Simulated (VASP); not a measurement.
# H17ClO8 in VASP: a series of runs

Runs on H17ClO8. Level: PBE+D3(BJ). Tasks: single point.

Everything below comes from runs of VASP 6.6.1. Logs are shortened: lines on timing, memory, paths and dates and some standing lists are left out, and cuts for length are marked.

**1. The crystal as given**

The cell holds a amorphous, 26 atoms: a = 6.627 Å, b = 6.627 Å, c = 6.627 Å, α = 90.00°, β = 90.00°, γ = 90.00°.

The cell was built by a generator and needn't be a form met in nature.

**2. Single point, PBE+D3(BJ)**

File INCAR:

```
SYSTEM = H17ClO8
  PREC = Accurate
  ENCUT = 520
  EDIFF = 1E-7
  ISMEAR = -1
  SIGMA = 0.05
  LREAL = Auto
  LASPH = .TRUE.
  NELM = 80
  ALGO = Normal
  ISIF = 2
  LWAVE = .FALSE.
  LCHARG = .TRUE.
  GGA = PE
  IVDW = 12
  LELF = .TRUE.
  LVHAR = .TRUE.
  NBANDS = 55
```

File KPOINTS:

```
regular mesh
0
G
  1 1 1
  0 0 0
```

File POSCAR:

```
H17ClO8
1.0
    6.6267050000      0.0000000000      0.0000000000
    0.0000000000      6.6267050000      0.0000000000
    0.0000000000      0.0000000000      6.6267050000
O H Cl
8 17 1
Direct
    0.2691899924      1.0061231256      0.2450027918
    0.9735357695      0.4711194495      0.3440563574
    0.3262640741      0.8002670912      0.6488285848
    0.6535693015      0.7377312998      0.3519970277
    0.9308491566      0.2017319480      1.0201327277
    0.3454774631      0.3499050047      0.4604967650
    0.6879748132     -0.0330336056      0.7672919623
    0.9956973515      0.6702304357      0.8700636709
    0.2988084849      1.1230626857      0.3341078975
    0.1529825816      1.0528773018      0.1650432754
    0.9246487799      0.3693205087      0.2479327223
    0.8627829853      0.5718466893      0.3520781883
    0.2050354123      0.7595197364      0.7262734325
    0.2765612638      0.8543601625      0.5204294169
    0.5451781582      0.6558335617      0.4125546573
    0.5901074906      0.7878756935      0.2289964016
    0.9607958290      0.3198808666      0.9367581186
    0.8279635649      0.1269397061      0.9421017422
    0.3665960054      0.3621105516      0.6054831250
    0.2122571824      0.4143578964      0.4373814621
    0.7311399300      0.0071696329      0.6318103598
    0.5499629538     -0.0888877176      0.7428790271
    1.0236727532      0.6940740899      1.0124118699
    0.8795275664      0.7575231660      0.8379580187
    0.4749609921      0.3025229005      0.0734376990
    0.4761553442      0.4534067190     -0.0528982018
```

Potentials or basis: VASP PAW PBE potentials, release 64 (O, H, Cl).

The run is started by

```console
$ cat potpaw_PBE.64/O/POTCAR potpaw_PBE.64/H/POTCAR potpaw_PBE.64/Cl/POTCAR > POTCAR
$ mpirun -np 1 vasp_gam > vasp.out
```

OUTCAR:

```text
SYSTEM = H17ClO8
   PREC = Accurate
   ENCUT = 520
   EDIFF = 1E-7
   ISMEAR = -1
   LREAL = Auto
   LASPH = .TRUE.
   NELM = 80
   ISIF = 2
   GGA = PE
   IVDW = 12
 IVDW          = 12

 ion  position               nearest neighbor table
   1  0.269  0.006  0.245-  10 0.98   9 0.99
   2  0.974  0.471  0.344-  11 0.98  12 0.99
   3  0.326  0.800  0.649-  14 0.98  13 0.99
   4  0.654  0.738  0.352-  16 0.98  15 0.99
   5  0.931  0.202  0.020-  17 0.98  18 0.99
   6  0.345  0.350  0.460-  19 0.97  20 0.99
   7  0.688  0.967  0.767-  21 0.98  22 1.00
   8  0.996  0.670  0.870-  23 0.97  24 0.99
   9  0.299  0.123  0.334-   1 0.99
  10  0.153  0.053  0.165-   1 0.98
  11  0.925  0.369  0.248-   2 0.98
  12  0.863  0.572  0.352-   2 0.99
  13  0.205  0.760  0.726-   3 0.99
  14  0.277  0.854  0.520-   3 0.98
[... 10 lines left out ...]
  25  0.475  0.303  0.073-  26 1.30
  26  0.476  0.453  0.947-  25 1.30

  LATTYP: Found a simple cubic cell.
 ALAT       =     6.6267050000

  Lattice vectors:

 A1 = (   6.6267050000,   0.0000000000,   0.0000000000)
 A2 = (   0.0000000000,   6.6267050000,   0.0000000000)
 A3 = (   0.0000000000,   0.0000000000,   6.6267050000)

Analysis of symmetry for initial positions (statically):
=====================================================================
 Subroutine PRICEL returns:
 Original cell was already a primitive cell.

 Routine SETGRP: Setting up the symmetry group for a
 simple cubic supercell.

 Subroutine GETGRP returns: Found  1 space group operations
 (whereof  1 operations were pure point group operations)
 out of a pool of 48 trial point group operations.

The static configuration has the point symmetry C_1 .

Analysis of symmetry for dynamics (positions and initial velocities):
=====================================================================
 Subroutine PRICEL returns:
 Original cell was already a primitive cell.

 Routine SETGRP: Setting up the symmetry group for a
 simple cubic supercell.

 Subroutine GETGRP returns: Found  1 space group operations
 (whereof  1 operations were pure point group operations)
 out of a pool of 48 trial point group operations.

The dynamic configuration has the point symmetry C_1 .

 Subroutine INISYM returns: Found  1 space group operations
 (whereof  1 operations are pure point group operations),
 and found     1 'primitive' translations

----------------------------------------------------------------------------------------

                                     Primitive cell

  volume of cell :     290.9999

  direct lattice vectors                    reciprocal lattice vectors
     6.626705000  0.000000000  0.000000000     0.150904560  0.000000000  0.000000000
     0.000000000  6.626705000  0.000000000     0.000000000  0.150904560  0.000000000
     0.000000000  0.000000000  6.626705000     0.000000000  0.000000000  0.150904560

  length of vectors
     6.626705000  6.626705000  6.626705000     0.150904560  0.150904560  0.150904560

  position of ions in fractional coordinates (direct lattice)
     0.269189992  0.006123126  0.245002792
     0.973535770  0.471119450  0.344056357
     0.326264074  0.800267091  0.648828585
     0.653569301  0.737731300  0.351997028
     0.930849157  0.201731948  0.020132728
     0.345477463  0.349905005  0.460496765
[... 18 lines left out ...]
     0.474960992  0.302522901  0.073437699
     0.476155344  0.453406719  0.947101798

  ion indices of the primitive-cell ions
   primitive index   ion index
                 1           1
                 2           2
                 3           3
                 4           4
                 5           5
                 6           6
[... 18 lines left out ...]
                25          25
                26          26

----------------------------------------------------------------------------------------

 KPOINTS: regular mesh

Automatic generation of k-mesh.
 Grid dimensions read from file:
 generate k-points for:    1    1    1

 Generating k-lattice:

  Cartesian coordinates                     Fractional coordinates (reciprocal lattice)
     0.150904560  0.000000000  0.000000000     1.000000000  0.000000000  0.000000000
     0.000000000  0.150904560  0.000000000     0.000000000  1.000000000  0.000000000
     0.000000000  0.000000000  0.150904560     0.000000000  0.000000000  1.000000000

  Length of vectors
     0.150904560  0.150904560  0.150904560

  Shift w.r.t. Gamma in fractional coordinates (k-lattice)
     0.000000000  0.000000000  0.000000000

 Subroutine IBZKPT returns following result:
 ===========================================

 Found      1 irreducible k-points:

 Following reciprocal coordinates:
            Coordinates               Weight
  0.000000  0.000000  0.000000      1.000000
   k-points           NKPTS =      1   k-points in BZ     NKDIM =      1   number of bands    NBANDS=     55
   number of dos      NEDOS =    301   number of ions     NIONS =     26
   total plane-waves  NPLWV = 125000
   dimension x,y,z NGX =    50 NGY =   50 NGZ =   50
   dimension x,y,z NGXF=   100 NGYF=  100 NGZF=  100
   ions per type =               8  17   1
   NGX,Y,Z   is equivalent  to a cutoff of  12.54, 12.54, 12.54 a.u.
   NGXF,Y,Z  is equivalent  to a cutoff of  25.09, 25.09, 25.09 a.u.
 SYSTEM =  H17ClO8
   PREC   = accura    normal or accurate (medium, high low for compatibility)
   ISTART =      0    job   : 0-new  1-cont  2-samecut
   ICHARG =      2    charge: 1-file 2-atom 10-const
   ISPIN  =      1    spin polarized calculation?
   LNONCOLLINEAR =      F non collinear calculations
   LSORBIT =      F    spin-orbit coupling
   LASPH  =      T    aspherical Exc in radial PAW
   ENCUT  =  520.0 eV  38.22 Ry    6.18 a.u.  12.32 12.32 12.32*2*pi/ulx,y,z
   NELM   =     80;   NELMIN=  2; NELMDL= -5     # of ELM steps
   EDIFF  = 0.1E-06   stopping-criterion for ELM
   LREAL  =      T    real-space projection
   EDIFFG = 0.1E-05   stopping-criterion for IOM
   NSW    =      0    number of steps for IOM
   IBRION =     -1    ionic relax: 0-MD 1-quasi-New 2-CG
   NFREE  =      0    steps in history (QN), initial steepest desc. (CG)
   ISIF   =      2    stress and relaxation
   ISYM   =      2    0-nonsym 1-usesym 2-fastsym
   POTIM  = 0.5000    time-step for ionic-motion
   TEBEG  =    0.0;   TEEND  =   0.0 temperature during run
   PSTRESS=    0.0 pullay stress
   NELECT =      72.0000    total number of electrons
   NUPDOWN=      -1.0000    fix difference up-down
   EMIN   =  10.00;   EMAX   =-10.00  energy-range for DOS
   EFERMI =   0.00;   METHOD = LEGACY
   ISMEAR =    -1;   SIGMA  =   0.05  broadening in eV -4-tet -1-fermi 0-gaus
   EFERMI_NEDOS =   21; number of points for ismear=-14 and -15
   IALGO  =     38    algorithm
   IMIX   =      4    mixing-type and parameters
     AMIX     =   0.40;   BMIX     =  1.00
     AMIX_MAG =   1.60;   BMIX_MAG =  1.00
  volume/ion in A,a.u.               =      11.19        75.53
  Fermi-wavevector in a.u.,A,eV,Ry     =   1.027751  1.942168 14.371462  1.056273
  Thomas-Fermi vector in A             =   2.161712
   LORBIT       =      0    0 simple, 1 ext, 2 COOP (PROOUT), +10 PAW based schemes
   GGA     = PE    functional components
   LHFCALC =     F    Hartree Fock is set to
   AEXX    =    0.0000 exact exchange contribution
   IVDW    =    12    specifies the selected vdW correction
   LEPSILON=     F    determine dielectric tensor
   LRPA    =     F    only Hartree local field effects (RPA)
 non-spin polarized calculation
  energy-cutoff  :      520.00
  volume of cell :      291.00
 maximum number of plane-waves:      3905
 NGX is ok and might be reduce to    50
   NGX = 25   NGY = 25   NGZ = 25

 number of electron      71.9999994 magnetization

 Free energy of the ion-electron system (eV)
  ---------------------------------------------------
  ext. energy  EPLUGINS =         0.00000000
  ---------------------------------------------------
  free energy    TOTEN  =      -123.26500770 eV

  energy without entropy =     -123.26500770  energy(sigma->0) =     -123.26500770

 E-fermi :  -2.3178     XC(G=0):  -6.7159

 val. band max:       -3.6051500603   @ k =   0.0000   0.0000   0.0000
 cond. band min:       1.0582951270   @ k =   0.0000   0.0000   0.0000
 fundamental gap:      4.6634451873
 Fermi energy:        -2.3177627266

 k-point     1 :       0.0000    0.0000    0.0000
  band No.  band energies     occupation
      1     -22.4625      2.00000
      2     -22.1982      2.00000
      3     -22.1187      2.00000
      4     -22.0408      2.00000
      5     -21.8814      2.00000
      6     -21.5861      2.00000
[... 40 lines left out ...]
     47       6.6511      0.00000
     48       6.7575      0.00000
 [bands above 48 left out]

------------------------ aborting loop because EDIFF is reached ----------------------------------------

 Edisp (eV)   -0.92742

 E8    (eV) :    -0.2024

  FORCE on cell =-STRESS in cart. coord.  units (eV):
  Direction    XX          YY          ZZ          XY          YZ          ZX
  --------------------------------------------------------------------------------------
  -------------------------------------------------------------------------------------
  Total      -1.71702    -1.66028    -1.34106    -0.37894     0.95116    -0.63633
  in kB      -9.45350    -9.14109    -7.38358    -2.08635     5.23689    -3.50349
  external pressure =       -8.66 kB  Pullay stress =        0.00 kB

 VOLUME and BASIS-vectors are now :
 -----------------------------------------------------------------------------
  energy-cutoff  :      520.00
  volume of cell :      291.00
      direct lattice vectors                 reciprocal lattice vectors
     6.626705000  0.000000000  0.000000000     0.150904560  0.000000000  0.000000000
     0.000000000  6.626705000  0.000000000     0.000000000  0.150904560  0.000000000
     0.000000000  0.000000000  6.626705000     0.000000000  0.000000000  0.150904560

 POSITION                                       TOTAL-FORCE (eV/Angst)
 -----------------------------------------------------------------------------------
      1.78384      0.04058      1.62356        -0.076989      0.043354     -0.038314
      6.45133      3.12197      2.27996        -0.185144      0.156537     -0.094578
      2.16206      5.30313      4.29960         0.027570      0.064226     -0.012681
      4.33101      4.88873      2.33258        -0.226231     -0.166575      0.038033
      6.16846      1.33682      0.13341         0.005595     -0.004482     -0.043229
      2.28938      2.31872      3.05158        -0.031220      0.060786      0.100375
[... 18 lines left out ...]
      3.14743      2.00473      0.48665        -0.037713      0.240220     -0.214602
      3.15534      3.00459      6.27616         0.024587     -0.219940      0.220204
 -----------------------------------------------------------------------------------
    total drift:                                0.008232     -0.000104     -0.000972

  FREE ENERGIE OF THE ION-ELECTRON SYSTEM (eV)
  ---------------------------------------------------
  free  energy   TOTEN  =      -124.1924309900 eV

  energy  without entropy=     -124.1924309900  energy(sigma->0) =     -124.19243099
```

It took 45 s on 1 thread of Intel Xeon Platinum 8488C (Sapphire Rapids), shared host; peak memory 0.33 GiB.

What came out:

| Quantity | Value |
| --- | --- |
| Free energy | -124.1924 eV |
| Pressure | -0.9 GPa |
| Largest force | 0.324 eV/Å |
| Band gap on the k mesh | 4.66 eV, direct |
| Dispersion energy per atom | -0.036 eV |

Forces on the atoms (eV/Å):
```
O   -0.077  0.043 -0.038
O   -0.185  0.157 -0.095
O    0.028  0.064 -0.013
O   -0.226 -0.167  0.038
O    0.006 -0.004 -0.043
O   -0.031  0.061  0.100
O    0.154 -0.021 -0.182
O    0.052 -0.010 -0.019
H    0.075  0.081  0.062
H    0.084 -0.048 -0.007
H    0.082 -0.070 -0.032
H    0.127 -0.054  0.028
H   -0.034 -0.043  0.103
H    0.028  0.054 -0.082
H    0.169  0.118  0.045
H    0.026  0.045  0.023
H    0.043  0.050  0.013
H   -0.024 -0.044  0.039
H    0.072 -0.122 -0.012
H   -0.144  0.061 -0.137
H   -0.058 -0.158  0.177
H   -0.099  0.002 -0.005
H    0.042 -0.065  0.080
H   -0.097  0.050 -0.050
H   -0.038  0.240 -0.215
Cl   0.025 -0.220  0.220
```

Expect the measured gap to be larger: semilocal functionals such as PBE lack the derivative discontinuity.

(Continued in part 2 of 2.)
